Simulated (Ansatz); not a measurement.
# SnO₂: a line through an energy map

An exercise on one series of results from a longer session: the logs are not shown, and one member is left open.

Method: DFT PBEsol, scalar-relativistic, plane waves, PAW, in Ansatz 0.2.0.

17 further runs of the same task are left out: 17 set aside as unsound or not needed.

## The structure to begin with

The structure is trigonal, space group R-3m (No. 166). The conventional cell has a = 3.211 Å, b = 3.211 Å, c = 13.231 Å, α = 90.00°, β = 90.00°, γ = 120.00°. Sn (site symmetry -3m) has 6 O at 2.10 Å as nearest neighbours. O (site symmetry 3m) has 3 Sn at 2.10 Å as nearest neighbours.

As a file:

```
Sn O
1.0
     1.60540    0.92688    4.41036
    -1.60540    0.92688    4.41036
     0.00000   -1.85375    4.41036
Sn O
1 2
Direct
  0.50000 0.50000 0.50000
  0.24144 0.24144 0.24144
  0.75856 0.75856 0.75856
```

It goes back to an entry of the Materials Project, which need not be the stable form.

It is the result of an earlier relaxation at this level (volume 13.13 Å³/atom; gap on the mesh: 1.80 eV).

## What is varied

Atoms count from 1 in the order of the input.

The energy is mapped over a free internal coordinate and the cell.

- shift of O2 along [0 0 1], its symmetry partners moved as symmetry demands (measured in the relaxed cell): 7 values from −0.252 to 0.252 Å
- volume per atom at fixed shape: 7 values from 12.075 to 14.175 Å³

Nothing else is relaxed (all other coordinates fixed). Energies count from the relaxed crystal. Points are written as (first, second).

The first run:

input.yaml reads:

```yaml
crystal:
  lattice:
    - [1.5613801911, 0.9014632736, 4.2894384516]
    - [-1.5613801911, 0.9014632736, 4.2894384516]
    - [0.0, -1.8029265473, 4.2894384516]
  atoms:
    - { symbol: Sn, position: [0.5, 0.5, 0.5] }
    - { symbol: O, position: [0.2350891156, 0.2350891156, 0.2350891156] }
    - { symbol: O, position: [0.7649108844, 0.7649108844, 0.7649108844] }
basis:
  ecutwfc: 520.0
kpoints:
  mp_grid: { grid: [12, 12, 12] }
hamiltonian:
  xc: pbesol
  pseudopotentials: { kind: paw, azcp: { folder: soft_1 } }
scf:
  occupations: { method: gaussian, width: 0.05 }
output:
  forces: true
  stress: true
  eigenvalues: true
```

Started as:

```sh
> ansatz run input.yaml --threads 1 --pin off --max-ram 2048MiB --backend cpu --events-out ev --progress --plain --runs-dir out
```

Steps of the session up to this table: Grid point (−0.084 Å, 12.075 Å³); The run at (−0.084 Å, 12.425 Å³); Point (−0.084 Å, 12.775 Å³); The run at (−0.084 Å, 13.475 Å³); Point (−0.084 Å, 13.825 Å³); The run at (−0.084 Å, 14.175 Å³).

One of the session's tables, all rows but one given; the rest of the session is left out.

| volume per atom at fixed shape (Å³) | energy (meV/atom) | slope (meV/atom per Å³) | pressure (GPa) | band gap on the k-mesh (eV) | largest force on an atom (eV/Å) |
| --- | --- | --- | --- | --- | --- |
| 12.075 | 148 | −174 | 27.9 | 2.76 | 2.53 |
| 12.425 | 96 | −127 | 20.3 | 2.52 | 2.06 |
| 12.775 | 59 | −86 | 13.8 | 2.29 | 1.63 |
| 13.125 | 35 | −51 | 8.1 | 2.08 | 1.26 |
| 13.475 | 22 | −20 | 3.2 | 1.88 | 0.92 |
| 13.825 | ? | ? | ? | ? | ? |
| 14.175 | 26 | 29 | −4.6 | 1.52 | 0.34 |

Estimate the missing values for volume per atom at fixed shape (Å³) = 13.825.

Worked estimate for «energy (meV/atom)». A straight line through the neighbours (13.475, 22) and (14.175, 26) gives 22 + (26 − 22) × (13.825 − 13.475) / (14.175 − 13.475) = 24; a parabola fitted to 3 rows on both sides gives 19.

The run gave: energy (meV/atom): 20; slope (meV/atom per Å³): 6; pressure (GPa): −1.0; band gap on the k-mesh (eV): 1.69; largest force on an atom (eV/Å): 0.62. In «energy (meV/atom)» the line misses by +4 and the parabola by -1.

Energies count from the relaxed crystal. Rows without a step come from runs not printed here or follow by symmetry. Slopes come from the forces (and the stress, where the cell changes), not from differences of energies.

What this shows: The lowest point of the line is at 13.825 Å³, 20 meV/atom from the zero. Energies and slopes round the minimum, fitted together, put the minimum at 13.7393 Å³, with a curvature of about 72 meV/atom per (Å³)². V·d²E/dV² there is about 160 GPa, a bulk modulus under this line's constraint. The highest point computed, at 12.075 Å³, lies 128 meV/atom above the lowest. This is one cut through a surface in two coordinates; the map's lowest point lies off it.

Limits of these values: These are semilocal Kohn-Sham gaps, which aren't the measured quantity. Warnings in the runs' records: pseudo functional mismatch.
